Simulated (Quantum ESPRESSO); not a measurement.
# H on fcc sites of Cu(111): a series in the coverage, part 5 of 8

Aim: how the results for H on fcc sites of Cu(111) change with the coverage.

Quantum ESPRESSO 7.5; plane-wave DFT, PBE, GBRV ultrasoft pseudopotentials.

So far. Step 6 (Ground state, 0 ML): The vacuum levels are read from the outermost 0.7 Å of the cell on either side. Step 6 (Ground state, 0 ML): Inside the slab this potential holds the local part of the pseudopotentials, which can be repulsive at the nuclei; only its value in the vacuum has a meaning of its own.

## Step 7: Relaxation with pw.x, 0.1111 ML

System of this step: Cu(111), 3 layers, 9 sites a cell, 1 H on fcc sites. The cell holds 28 atoms: 27 Cu and 1 H. Cell: a = 7.680 Å, b = 7.680 Å, c = 18.997 Å, α = 90.0°, β = 90.0°, γ = 60.0°. It derives from Cu. Vacuum lies along c.

m1.relax.in reads:

```
&control
  prefix = 'm1.relax'
  outdir = './out'
  pseudo_dir = './pseudo'
  nstep = 70
  forc_conv_thr = 0.0015
  calculation = 'relax'
/
&system
  ibrav = 0
  nat = 28
  ntyp = 2
  ecutwfc = 40
  ecutrho = 200
  occupations = 'smearing'
  smearing = 'mv'
  degauss = 0.02
/
&electrons
  conv_thr = 1e-07
  mixing_beta = 0.3
  electron_maxstep = 120
  mixing_mode = 'local-TF'
/
&ions
/
ATOMIC_SPECIES
  Cu  63.5460  cu_pbe_v1.2.uspp.F.UPF
  H   1.0080  h_pbe_v1.4.uspp.F.UPF
CELL_PARAMETERS angstrom
  7.67966614729350 0.00000000000000 0.00000000000000
  3.83983307364675 6.65078597613953 0.00000000000000
  0.00000000000000 0.00000000000000 18.99674291439599
ATOMIC_POSITIONS crystal
  Cu  0.000000000000 0.000000000000 0.369528361622 0 0 0
  Cu  0.000000000000 0.333333333300 0.369528361622 0 0 0
  Cu  0.000000000000 0.666666666700 0.369528361622 0 0 0
  Cu  0.333333333300 0.000000000000 0.369528361622 0 0 0
  Cu  0.333333333300 0.333333333300 0.369528361622 0 0 0
  Cu  0.333333333300 0.666666666700 0.369528361622 0 0 0
  Cu  0.666666666700 0.000000000000 0.369528361622 0 0 0
  Cu  0.666666666700 0.333333333300 0.369528361622 0 0 0
  Cu  0.666666666700 0.666666666700 0.369528361622 0 0 0
  Cu  0.111111111100 0.111111111100 0.479554611564 0 0 0
  Cu  0.111111111100 0.444444444500 0.479554611564 0 0 0
  Cu  0.111111111100 0.777777777800 0.479554611564 0 0 0
  Cu  0.444444444500 0.111111111100 0.479554611564 0 0 0
  Cu  0.444444444500 0.444444444500 0.479554611564 0 0 0
  Cu  0.444444444500 0.777777777800 0.479554611564 0 0 0
  Cu  0.777777777800 0.111111111100 0.479554611564 0 0 0
  Cu  0.777777777800 0.444444444500 0.479554611564 0 0 0
  Cu  0.777777777800 0.777777777800 0.479554611564 0 0 0
  Cu  0.888888888900 0.888888888900 0.589580861506
  Cu  0.888888888900 0.222222222200 0.589580861506
  Cu  0.888888888900 0.555555555600 0.589580861506
  Cu  0.222222222200 0.888888888900 0.589580861506
  Cu  0.222222222200 0.222222222200 0.589580861506
  Cu  0.222222222200 0.555555555600 0.589580861506
  Cu  0.555555555600 0.888888888900 0.589580861506
  Cu  0.555555555600 0.222222222200 0.589580861506
  Cu  0.555555555600 0.555555555600 0.589580861506
  H   0.000000000000 0.000000000000 0.630471638378
K_POINTS automatic
  4 4 1 0 0 0
```

On the command line:

```sh
> OMP_NUM_THREADS=1 mpirun -n 8 pw.x -nk 1 -in m1.relax.in > m1.relax.out
```

The program printed:

```text
[banner, memory and clock lines left out]
Program PWSCF v.7.5 starts
[...]
Message from routine setup:
[...]
number of electrons       =       514.00
     number of Kohn-Sham states=          308
     kinetic-energy cutoff     =      40.0000  Ry
     charge density cutoff     =     200.0000  Ry
[...]
number of k points=     4  Marzari-Vanderbilt smearing, width (Ry)=  0.0200
[...]
Dense  grid:   312713 G-vectors     FFT dimensions: (  72,  72, 162)
[...]
negative rho (up, down):  1.204E-03 0.000E+00
     Starting wfcs are  352 randomized atomic wfcs
[...]
negative rho (up, down):  2.024E-01 0.000E+00
[...]
estimated scf accuracy    <     330.16365914 Ry
[...]
negative rho (up, down):  1.453E-01 0.000E+00
[...]
estimated scf accuracy    <       6.78094815 Ry
[...]
negative rho (up, down):  6.409E-02 0.000E+00
[...]
estimated scf accuracy    <       0.34590340 Ry
[...]
estimated scf accuracy    <       0.23411525 Ry
[...]
negative rho (up, down):  2.496E-05 0.000E+00
[...]
estimated scf accuracy    <       0.10311289 Ry
[...]
estimated scf accuracy    <       0.06808158 Ry
[...]
estimated scf accuracy    <       0.03216065 Ry
[...]
negative rho (up, down):  1.810E-07 0.000E+00
[...]
estimated scf accuracy    <       0.02675977 Ry
[...]
estimated scf accuracy    <       0.01407993 Ry
[...]
negative rho (up, down):  6.937E-03 0.000E+00
[...]
estimated scf accuracy    <       0.01201640 Ry
[...]
negative rho (up, down):  5.094E-03 0.000E+00
[...]
estimated scf accuracy    <       0.00038292 Ry
[...]
negative rho (up, down):  4.311E-03 0.000E+00
[...]
estimated scf accuracy    <       0.00037363 Ry
[...]
negative rho (up, down):  8.243E-04 0.000E+00
[...]
estimated scf accuracy    <       0.00011768 Ry
[...]
negative rho (up, down):  7.156E-04 0.000E+00
[...]
estimated scf accuracy    <       0.00003072 Ry
[...]
negative rho (up, down):  5.831E-04 0.000E+00
[...]
estimated scf accuracy    <       0.00000272 Ry
[...]
negative rho (up, down):  5.645E-04 0.000E+00
[...]
estimated scf accuracy    <       0.00000136 Ry
[...]
negative rho (up, down):  6.795E-04 0.000E+00
[...]
estimated scf accuracy    <       0.00000052 Ry
[...]
negative rho (up, down):  6.710E-04 0.000E+00
[...]
the Fermi energy is     2.1266 ev
!    total energy              =  -10902.66441967 Ry
     estimated scf accuracy    <       0.00000007 Ry
     smearing contrib. (-TS)   =      -0.00922385 Ry
     internal energy E=F+TS    =  -10902.65519582 Ry
[...]
one-electron contribution =  -58233.80062320 Ry
     hartree contribution      =   29167.81264620 Ry
     xc contribution           =   -1047.74275388 Ry
     ewald contribution        =   19211.07553506 Ry
     convergence has been achieved in  18 iterations
     negative rho (up, down):  6.710E-04 0.000E+00
[...]
Total force =     0.034065     Total SCF correction =     0.001643
[...]
negative rho (up, down):  6.728E-04 0.000E+00
[...]
negative rho (up, down):  6.254E-04 0.000E+00
[...]
estimated scf accuracy    <       0.00189905 Ry
[...]
negative rho (up, down):  5.440E-04 0.000E+00
[...]
estimated scf accuracy    <       0.00106275 Ry
[...]
negative rho (up, down):  5.053E-04 0.000E+00
[...]
estimated scf accuracy    <       0.00006978 Ry
[...]
negative rho (up, down):  4.803E-04 0.000E+00
[...]
estimated scf accuracy    <       0.00000935 Ry
[...]
negative rho (up, down):  4.793E-04 0.000E+00
[...]
estimated scf accuracy    <       0.00000367 Ry
[...]
negative rho (up, down):  5.068E-04 0.000E+00
[...]
estimated scf accuracy    <       0.00000088 Ry
[...]
negative rho (up, down):  5.594E-04 0.000E+00
[...]
estimated scf accuracy    <       0.00000049 Ry
[...]
negative rho (up, down):  5.784E-04 0.000E+00
[...]
estimated scf accuracy    <       0.00000030 Ry
[...]
negative rho (up, down):  6.690E-04 0.000E+00
[...]
the Fermi energy is     2.1248 ev
!    total energy              =  -10902.66542478 Ry
     estimated scf accuracy    <       0.00000007 Ry
     smearing contrib. (-TS)   =      -0.00919750 Ry
     internal energy E=F+TS    =  -10902.65622728 Ry
[...]
one-electron contribution =  -58248.81491554 Ry
     hartree contribution      =   29175.32256058 Ry
     xc contribution           =   -1047.73929004 Ry
     ewald contribution        =   19218.57541772 Ry
     convergence has been achieved in   9 iterations
     negative rho (up, down):  6.690E-04 0.000E+00
[...]
Total force =     0.025780     Total SCF correction =     0.000497
[...]
negative rho (up, down):  6.703E-04 0.000E+00
[...]
negative rho (up, down):  6.319E-04 0.000E+00
[...]
estimated scf accuracy    <       0.00168930 Ry
[...]
negative rho (up, down):  5.680E-04 0.000E+00
[...]
estimated scf accuracy    <       0.00093763 Ry
[...]
negative rho (up, down):  5.376E-04 0.000E+00
[...]
estimated scf accuracy    <       0.00005180 Ry
[...]
negative rho (up, down):  5.202E-04 0.000E+00
[...]
estimated scf accuracy    <       0.00000729 Ry
[...]
negative rho (up, down):  5.221E-04 0.000E+00
[...]
estimated scf accuracy    <       0.00000288 Ry
[...]
negative rho (up, down):  5.379E-04 0.000E+00
[...]
estimated scf accuracy    <       0.00000056 Ry
[...]
negative rho (up, down):  5.755E-04 0.000E+00
[...]
estimated scf accuracy    <       0.00000033 Ry
[...]
negative rho (up, down):  5.979E-04 0.000E+00
[...]
estimated scf accuracy    <       0.00000010 Ry
[...]
negative rho (up, down):  6.270E-04 0.000E+00
[...]
estimated scf accuracy    <       0.00000005 Ry
[...]
negative rho (up, down):  6.527E-04 0.000E+00
[...]
estimated scf accuracy    <       0.00000007 Ry
[...]
negative rho (up, down):  6.677E-04 0.000E+00
[...]
the Fermi energy is     2.1248 ev
!    total energy              =  -10902.66615923 Ry
     estimated scf accuracy    <          2.7E-09 Ry
     smearing contrib. (-TS)   =      -0.00917475 Ry
     internal energy E=F+TS    =  -10902.65698448 Ry
[...]
one-electron contribution =  -58261.39750416 Ry
     hartree contribution      =   29181.59643953 Ry
     xc contribution           =   -1047.73692691 Ry
     ewald contribution        =   19224.88100706 Ry
     convergence has been achieved in  11 iterations
     negative rho (up, down):  6.677E-04 0.000E+00
[...]
Total force =     0.017782     Total SCF correction =     0.000212
[...]
negative rho (up, down):  6.696E-04 0.000E+00
[...]
negative rho (up, down):  6.147E-04 0.000E+00
[...]
estimated scf accuracy    <       0.00288177 Ry
[...]
negative rho (up, down):  5.389E-04 0.000E+00
[...]
estimated scf accuracy    <       0.00162310 Ry
[...]
negative rho (up, down):  4.944E-04 0.000E+00
[...]
estimated scf accuracy    <       0.00008345 Ry
[...]
negative rho (up, down):  4.608E-04 0.000E+00
[...]
estimated scf accuracy    <       0.00001351 Ry
[...]
negative rho (up, down):  4.612E-04 0.000E+00
[...]
estimated scf accuracy    <       0.00000443 Ry
[...]
negative rho (up, down):  4.957E-04 0.000E+00
[...]
estimated scf accuracy    <       0.00000113 Ry
[...]
negative rho (up, down):  5.300E-04 0.000E+00
[...]
estimated scf accuracy    <       0.00000052 Ry
[...]
negative rho (up, down):  5.567E-04 0.000E+00
[...]
estimated scf accuracy    <       0.00000020 Ry
[...]
negative rho (up, down):  5.980E-04 0.000E+00
[...]
estimated scf accuracy    <       0.00000008 Ry
[...]
negative rho (up, down):  6.420E-04 0.000E+00
[...]
estimated scf accuracy    <       0.00000005 Ry
[...]
negative rho (up, down):  6.510E-04 0.000E+00
[...]
estimated scf accuracy    <          8.5E-09 Ry
[...]
negative rho (up, down):  6.656E-04 0.000E+00
[...]
the Fermi energy is     2.1237 ev
!    total energy              =  -10902.66678158 Ry
     estimated scf accuracy    <          4.7E-09 Ry
     smearing contrib. (-TS)   =      -0.00914775 Ry
     internal energy E=F+TS    =  -10902.65763384 Ry
[...]
one-electron contribution =  -58279.31235003 Ry
     hartree contribution      =   29190.53926595 Ry
     xc contribution           =   -1047.73471384 Ry
     ewald contribution        =   19233.85016409 Ry
     convergence has been achieved in  12 iterations
     negative rho (up, down):  6.656E-04 0.000E+00
[...]
Total force =     0.010774     Total SCF correction =     0.000237
[...]
negative rho (up, down):  6.671E-04 0.000E+00
[...]
negative rho (up, down):  6.068E-04 0.000E+00
[...]
estimated scf accuracy    <       0.00297320 Ry
[...]
negative rho (up, down):  5.314E-04 0.000E+00
[...]
estimated scf accuracy    <       0.00165078 Ry
[...]
negative rho (up, down):  4.848E-04 0.000E+00
[...]
estimated scf accuracy    <       0.00008011 Ry
[...]
negative rho (up, down):  4.506E-04 0.000E+00
[...]
estimated scf accuracy    <       0.00001241 Ry
[...]
negative rho (up, down):  4.431E-04 0.000E+00
[...]
estimated scf accuracy    <       0.00000506 Ry
[...]
negative rho (up, down):  4.679E-04 0.000E+00
[...]
estimated scf accuracy    <       0.00000127 Ry
[...]
negative rho (up, down):  5.192E-04 0.000E+00
[...]
estimated scf accuracy    <       0.00000069 Ry
[...]
negative rho (up, down):  5.621E-04 0.000E+00
[...]
estimated scf accuracy    <       0.00000022 Ry
[...]
negative rho (up, down):  5.959E-04 0.000E+00
[...]
estimated scf accuracy    <       0.00000009 Ry
[...]
negative rho (up, down):  6.419E-04 0.000E+00
[...]
estimated scf accuracy    <       0.00000010 Ry
[...]
the Fermi energy is     2.1221 ev
!    total energy              =  -10902.66722619 Ry
     estimated scf accuracy    <          9.0E-10 Ry
     smearing contrib. (-TS)   =      -0.00912436 Ry
     internal energy E=F+TS    =  -10902.65810183 Ry
[...]
one-electron contribution =  -58304.90300119 Ry
     hartree contribution      =   29203.31055783 Ry
     xc contribution           =   -1047.73347144 Ry
     ewald contribution        =   19246.66781296 Ry
     convergence has been achieved in  11 iterations
     negative rho (up, down):  6.618E-04 0.000E+00
[...]
Total force =     0.010124     Total SCF correction =     0.000035
[...]
negative rho (up, down):  6.622E-04 0.000E+00
[...]
negative rho (up, down):  6.439E-04 0.000E+00
[...]
estimated scf accuracy    <       0.00033283 Ry
[...]
negative rho (up, down):  6.186E-04 0.000E+00
[...]
estimated scf accuracy    <       0.00017243 Ry
[...]
negative rho (up, down):  6.036E-04 0.000E+00
[...]
estimated scf accuracy    <       0.00001437 Ry
[...]
negative rho (up, down):  5.950E-04 0.000E+00
[...]
estimated scf accuracy    <       0.00000107 Ry
[...]
negative rho (up, down):  5.942E-04 0.000E+00
[...]
estimated scf accuracy    <       0.00000046 Ry
[...]
negative rho (up, down):  6.010E-04 0.000E+00
[...]
estimated scf accuracy    <       0.00000011 Ry
[...]
negative rho (up, down):  6.108E-04 0.000E+00
[...]
estimated scf accuracy    <       0.00000008 Ry
[...]
negative rho (up, down):  6.362E-04 0.000E+00
[...]
estimated scf accuracy    <       0.00000003 Ry
[...]
negative rho (up, down):  6.399E-04 0.000E+00
[...]
estimated scf accuracy    <       0.00000002 Ry
[...]
negative rho (up, down):  6.495E-04 0.000E+00
[...]
estimated scf accuracy    <          5.1E-09 Ry
[...]
negative rho (up, down):  6.606E-04 0.000E+00
[...]
```

It took 51 min on 8 MPI ranks of Arm Neoverse V1, shared host; peak memory 2.5 GiB.

The steps of the relaxation:

```csv
step,energy less that of the first step (eV),largest force (eV/Å)
1,0.0000,0.5008
2,-0.0137,0.4138
3,-0.0237,0.3240
4,-0.0321,0.2153
5,-0.0364,0.1265
6,-0.0382,0.1369
7,-0.0403,0.1350
8,-0.0433,0.1059
9,-0.0461,0.0504
10,-0.0466,0.0407
```

The atoms that moved most (Å):

```
atom      dx      dy      dz  length
 H28   0.000   0.000   0.128   0.128
Cu21   0.001  -0.001  -0.031   0.031
Cu25   0.000   0.002  -0.031   0.031
Cu27  -0.001  -0.001  -0.031   0.031
Cu22   0.010  -0.006   0.026   0.029
Cu20   0.000   0.012   0.026   0.029
Cu19  -0.010  -0.006   0.026   0.029
Cu26  -0.015   0.009  -0.020   0.027
```

The relaxation lowers the energy by 2 meV an atom. On the free atoms the largest force ends at 0.041 eV/Å.

Read from the output:

- free energy: -148338.3529 eV
- Fermi energy: 2.122 eV

## Step 8: SCF with pw.x, 0.1111 ML

m1.esm.in reads:

```
&control
  prefix = 'm1.esm'
  outdir = './out'
  pseudo_dir = './pseudo'
  calculation = 'scf'
  tprnfor = .true.
/
&system
  ibrav = 0
  nat = 28
  ntyp = 2
  ecutwfc = 40
  ecutrho = 200
  occupations = 'smearing'
  smearing = 'mv'
  degauss = 0.02
  assume_isolated = 'esm'
  esm_bc = 'bc1'
/
&electrons
  conv_thr = 1e-07
  mixing_beta = 0.25
  electron_maxstep = 160
  mixing_mode = 'local-TF'
  mixing_ndim = 12
/
ATOMIC_SPECIES
  Cu  63.5460  cu_pbe_v1.2.uspp.F.UPF
  H   1.0080  h_pbe_v1.4.uspp.F.UPF
CELL_PARAMETERS angstrom
  7.67966614729350 0.00000000000000 0.00000000000000
  3.83983307364675 6.65078597613953 0.00000000000000
  0.00000000000000 0.00000000000000 18.99674291439599
ATOMIC_POSITIONS crystal
  Cu  0.000000000000 0.000000000000 -0.133841490000
  Cu  -0.000000000000 0.333333333300 -0.133841490000
  Cu  -0.000000000000 0.666666666700 -0.133841490000
  Cu  0.333333333300 0.000000000000 -0.133841490000
  Cu  0.333333333300 0.333333333300 -0.133841490000
  Cu  0.333333333300 0.666666666700 -0.133841490000
  Cu  0.666666666700 0.000000000000 -0.133841490000
  Cu  0.666666666700 0.333333333300 -0.133841490000
  Cu  0.666666666700 0.666666666700 -0.133841490000
  Cu  0.111111111100 0.111111111100 -0.023815240000
  Cu  0.111111111100 0.444444444500 -0.023815240000
  Cu  0.111111111100 0.777777777800 -0.023815240000
  Cu  0.444444444500 0.111111111100 -0.023815240000
  Cu  0.444444444500 0.444444444500 -0.023815240000
  Cu  0.444444444500 0.777777777800 -0.023815240000
  Cu  0.777777777800 0.111111111100 -0.023815240000
  Cu  0.777777777800 0.444444444500 -0.023815240000
  Cu  0.777777777800 0.777777777800 -0.023815240000
  Cu  0.887985066700 0.887985066700 0.087593063300
  Cu  0.887985066700 0.224029866600 0.087593063300
  Cu  0.889141068600 0.555429465800 0.084573735500
  Cu  0.224029866600 0.887985066700 0.087593063300
  Cu  0.223566341100 0.223566341100 0.085139384200
  Cu  0.223566341100 0.552867317800 0.085139384200
  Cu  0.555429465800 0.889141068600 0.084573735500
  Cu  0.552867317800 0.223566341100 0.085139384200
  Cu  0.555429465800 0.555429465800 0.084573735500
  H   0.000000000000 0.000000000000 0.133841490000
K_POINTS automatic
  4 4 1 0 0 0
```

On the command line:

```sh
> OMP_NUM_THREADS=1 mpirun -n 8 pw.x -nk 1 -in m1.esm.in > m1.esm.out
```

The program printed:

```text
[banner, memory and clock lines left out]
Program PWSCF v.7.5 starts
[...]
Message from routine setup:
[...]
number of electrons       =       514.00
     number of Kohn-Sham states=          308
     kinetic-energy cutoff     =      40.0000  Ry
     charge density cutoff     =     200.0000  Ry
[...]
number of k points=     4  Marzari-Vanderbilt smearing, width (Ry)=  0.0200
[...]
Dense  grid:   312713 G-vectors     FFT dimensions: (  72,  72, 162)
[...]
negative rho (up, down):  1.192E-03 0.000E+00
     Starting wfcs are  352 randomized atomic wfcs
[...]
negative rho (up, down):  2.339E-01 0.000E+00
[...]
estimated scf accuracy    <     158.65091662 Ry
[...]
negative rho (up, down):  4.213E-01 0.000E+00
[...]
estimated scf accuracy    <      42.19940723 Ry
[...]
negative rho (up, down):  4.268E-01 0.000E+00
[...]
estimated scf accuracy    <       1.00049035 Ry
[...]
negative rho (up, down):  3.932E-01 0.000E+00
[...]
estimated scf accuracy    <       2.55758464 Ry
[...]
negative rho (up, down):  3.725E-01 0.000E+00
[...]
estimated scf accuracy    <       0.77443437 Ry
[...]
negative rho (up, down):  3.722E-01 0.000E+00
[...]
estimated scf accuracy    <       0.21545155 Ry
[...]
negative rho (up, down):  3.618E-01 0.000E+00
[...]
estimated scf accuracy    <       0.28485339 Ry
[...]
negative rho (up, down):  3.252E-01 0.000E+00
[...]
estimated scf accuracy    <       0.14179876 Ry
[...]
negative rho (up, down):  2.963E-01 0.000E+00
[...]
estimated scf accuracy    <       0.04421710 Ry
[...]
negative rho (up, down):  2.692E-01 0.000E+00
[...]
estimated scf accuracy    <       0.08304362 Ry
[...]
negative rho (up, down):  1.601E-01 0.000E+00
[...]
estimated scf accuracy    <       0.08699728 Ry
[...]
negative rho (up, down):  1.332E-01 0.000E+00
[...]
estimated scf accuracy    <       0.08039624 Ry
[...]
negative rho (up, down):  6.230E-02 0.000E+00
[...]
estimated scf accuracy    <       0.08228122 Ry
[...]
negative rho (up, down):  4.071E-02 0.000E+00
[...]
estimated scf accuracy    <       0.03725275 Ry
[...]
negative rho (up, down):  3.436E-02 0.000E+00
[...]
estimated scf accuracy    <       0.03978178 Ry
[...]
negative rho (up, down):  1.149E-02 0.000E+00
[...]
estimated scf accuracy    <       0.01098095 Ry
[...]
negative rho (up, down):  7.517E-03 0.000E+00
[...]
estimated scf accuracy    <       0.02890860 Ry
[...]
negative rho (up, down):  5.990E-03 0.000E+00
[...]
estimated scf accuracy    <       0.01693179 Ry
[...]
negative rho (up, down):  5.464E-03 0.000E+00
[...]
estimated scf accuracy    <       0.00112234 Ry
[...]
negative rho (up, down):  2.988E-03 0.000E+00
[...]
estimated scf accuracy    <       0.00017483 Ry
[...]
negative rho (up, down):  1.738E-03 0.000E+00
[...]
estimated scf accuracy    <       0.00007577 Ry
[...]
negative rho (up, down):  8.847E-04 0.000E+00
[...]
estimated scf accuracy    <       0.00001990 Ry
[...]
negative rho (up, down):  8.794E-04 0.000E+00
[...]
estimated scf accuracy    <       0.00000751 Ry
[...]
negative rho (up, down):  7.103E-04 0.000E+00
[...]
estimated scf accuracy    <       0.00000249 Ry
[...]
negative rho (up, down):  7.008E-04 0.000E+00
[...]
estimated scf accuracy    <       0.00000222 Ry
[...]
negative rho (up, down):  6.978E-04 0.000E+00
[...]
estimated scf accuracy    <       0.00000017 Ry
[...]
negative rho (up, down):  6.785E-04 0.000E+00
[...]
estimated scf accuracy    <       0.00000019 Ry
[...]
negative rho (up, down):  6.495E-04 0.000E+00
[...]
the Fermi energy is    -4.8120 ev
!    total energy              =  -10902.66780409 Ry
     estimated scf accuracy    <       0.00000003 Ry
     smearing contrib. (-TS)   =      -0.00918336 Ry
     internal energy E=F+TS    =  -10902.65862073 Ry
[...]
one-electron contribution =   61407.97822029 Ry
     hartree contribution      =  -30784.12033641 Ry
     xc contribution           =   -1047.73339077 Ry
     ewald contribution        =  -40478.78311384 Ry
     convergence has been achieved in  28 iterations
     negative rho (up, down):  6.495E-04 0.000E+00
[...]
Total force =     0.015171     Total SCF correction =     0.001089
[...]
```

The job ended after 21 min (8 MPI ranks; peak memory 2.5 GiB).

Numbers from this step:

```
free energy                                                    : -148338.3524 eV
Fermi energy                                                   : -4.812 eV
vacuum line at the lower end of the cell, over the Fermi level : 4.816 eV
vacuum line at the upper end of the cell, over the Fermi level : 4.808 eV
```

Inside the slab this potential holds the local part of the pseudopotentials, which can be repulsive at the nuclei; only its value in the vacuum has a meaning of its own.

[end of part 5 of 8]

[Logs are printed without paths, hosts, clocks, repeated set-up lines and the standing remarks that a program may print on its own settings, such as how far it seeks lower states.]

[Hosts, paths, dates, database ids (printed as entryN), source tags and the programs' standing remarks are cut or masked in the printed files.]

[Maps of the electrostatic potential energy from Ansatz leave out the sawtooth potential of an applied field or a dipole correction, so their vacuum need not be flat; planar profiles and work functions include it.]
